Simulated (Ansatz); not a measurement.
## Pb: what symmetry allows forces and stress to be

```xyz
2
Lattice="0.0000 3.4390 3.4390 3.4390 0.0000 3.4390 3.4390 3.4390 0.0000" Properties=species:S:1:pos:R:3 pbc="T T T"
Pb    3.4390    3.5890    3.4390
Pb    5.1585    5.1585    5.1585
```

Method: DFT PBEsol, scalar-relativistic, plane waves, PAW (Ansatz).

Plane waves to 420 eV, a k mesh through Γ of 10×10×10 on the computed 2-atom cell and Gaussian smearing (0.10 eV); no spin polarisation.

This distorted cell has space group Imma, with 8 operations.

Q: Without a calculation: in which directions can each atom feel a force?

A: A force must be left unchanged by every operation that keeps its atom in place, so it lies in the space that those operations leave fixed. Atoms that the group maps onto each other feel forces of one size.
```csv
atom,site symmetry,operations at the site,equivalent to atom,allowed force (Cartesian)
Pb1,mm2,4,1,"along (0.00, 1.00, 0.00)"
Pb2,mm2,4,1,"along (0.00, 1.00, 0.00)"
```

That leaves 1 independent force component of 6. A relaxation in this cell that keeps the symmetry moves the atoms in these directions alone.

Q: And the stress tensor?

A: It must be invariant under the point group, which leaves 3 independent components: yz, xy vanish; xx = zz.

Q: Do the computed values obey this?

A: Yes. Forces (eV/Å):
```
Pb1  0.000 -0.726  0.000
Pb2  0.000  0.726  0.000
```

Stress (GPa, compression positive, xx yy zz yz xz xy): 0.83 0.40 0.83 0.00 2.12 0.00. The program imposes the same operations on density, forces and stress, so this confirms the analysis and is no independent test of the calculation.

Spin–orbit coupling is left out, which can shift energies with elements as heavy as these.

This diamond-type form isn't the element's structure at ambient conditions.